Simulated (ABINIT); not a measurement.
The system is Ge.

```
CELL_PARAMETERS angstrom
-2.57449 2.57449 1.39741
2.57449 -2.57449 1.39741
2.57449 2.57449 -1.39741
ATOMIC_POSITIONS crystal
Ge 0.50000 0.50000 0.00000
Ge 0.25000 0.75000 0.50000
```

This isn't the form of Ge at room conditions, which is diamond.

| Item | Value |
| --- | --- |
| Program | ABINIT 10.8.3 (patched build) |
| Task | relaxation of cell and atoms |
| Functional | LDA |
| Potentials or basis | PseudoDojo NC SR LDA v0.4.1 standard |
| Cutoff | 1088 eV |
| k mesh | 8 × 8 × 8 |
| Occupations | fermi-dirac, width 0.05 eV |
| Spin | no spin polarisation |

At the start: pressure -2.6 GPa; volume 18.52 Å³/atom.

Task: Where does the relaxation end?

Result: Over 7 steps the energy falls by 14.1 meV/atom and the volume is 17.95 Å³/atom (-3.1 %); space group I4_1/amd (No. 141, to 0.05 Å).

Step by step:
```csv
step,energy change (eV),largest force (eV/Å),pressure (GPa),volume (Å³)
1,0.0000,0.0000,-2.63,37.05
2,-0.0076,0.0000,-2.06,36.75
3,-0.0231,0.0000,0.99,35.42
4,-0.0241,0.0000,0.78,35.50
5,-0.0281,0.0000,-0.05,35.94
6,-0.0282,0.0000,-0.01,35.90
7,-0.0282,0.0000,0.00,35.90
```

Final structure:
```xyz
2
Lattice="-2.5032 2.5032 1.4322 2.5032 -2.5032 1.4322 2.5032 2.5032 -1.4322" Properties=species:S:1:pos:R:3 pbc="T T T"
Ge    0.0000    0.0000    1.4322
Ge    2.5032    0.0000    0.7161
```
